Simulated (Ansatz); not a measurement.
## All-electron card of Fe

```xyz
2
Lattice="2.4342 0.0000 0.0000 -1.2171 2.1080 0.0000 0.0000 0.0000 3.8419" Properties=species:S:1:pos:R:3 pbc="T T T"
Fe    0.0000    1.4054    0.9605
Fe    1.2171    0.7027    2.8815
```

Atom numbers follow the list: Fe1, Fe2.

Structure from Materials Project entry mp-136 (possibly hypothetical), not relaxed further.

Spin polarisation is left out, and whether a magnetic state lies lower isn't shown here.

The calculation used DFT, PBE, all-electron LAPW, scalar-relativistic in Ansatz 0.2.0.

Settings: a Γ-centred 17×17×10 k mesh, Fermi–Dirac smearing of 0.08 eV, basis error target 0.25 meV/atom, no spin polarisation.

```json
{"Pressure at this cell": "10.81 GPa", "Volume per atom": "9.86 Å³"}
```

**Question.** Stress xx, yy, zz (compression positive): what does the calculation give?

**Answer.** 10.37, 10.37, 11.69 GPa.

**Question.** Density of states at the Fermi level (0.2 eV bin): what does the calculation give?

**Answer.** 2.40 states/eV per cell.

**Question.** Predict this quantity. Band gap.

**Answer.** none: bands cross the Fermi level, a metal.
